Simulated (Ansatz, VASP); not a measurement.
HgSe (w03) in VASP and in Ansatz

```
Hg Se
1.0
     0.00000    3.13035    3.13035
     3.13035    0.00000    3.13035
     3.13035    3.13035    0.00000
Hg Se
1 1
Direct
  0.00000 0.00000 0.00000
  0.25000 0.25000 0.25000
```

Alike in both runs: functional PBE; k mesh 12 × 12 × 12; occupations gaussian, width 0.3 eV; no spin polarisation.

Ansatz relaxed the structure, and its values are those at the end. VASP's run is a single point on that final structure, the one shown.

|  | VASP | Ansatz |
| --- | --- | --- |
| version | VASP 6.6.1 | Ansatz 0.2.0 |
| potentials or method | VASP PAW PBE potentials, release 64 (Hg, Se) | scalar-relativistic, plane waves, PAW |
| plane-wave cutoff (eV) | 520 | 420 |
| valence electrons in the cell | 18 | 36 |

|  | VASP | Ansatz | Ansatz less VASP |
| --- | --- | --- | --- |
| gap on the k mesh at the Fermi level (eV) | none | none | - |
| pressure (GPa) | 0.2 | 0.0 | -0.18 |

A gap of «none» marks a metal or a gap that the smearing closes. With one functional, cell and mesh, what is left measures potentials, basis and numerics. The two sets of potentials don't hold the same shells in valence.

Spin-orbit coupling is left out, which matters for the levels of Hg.
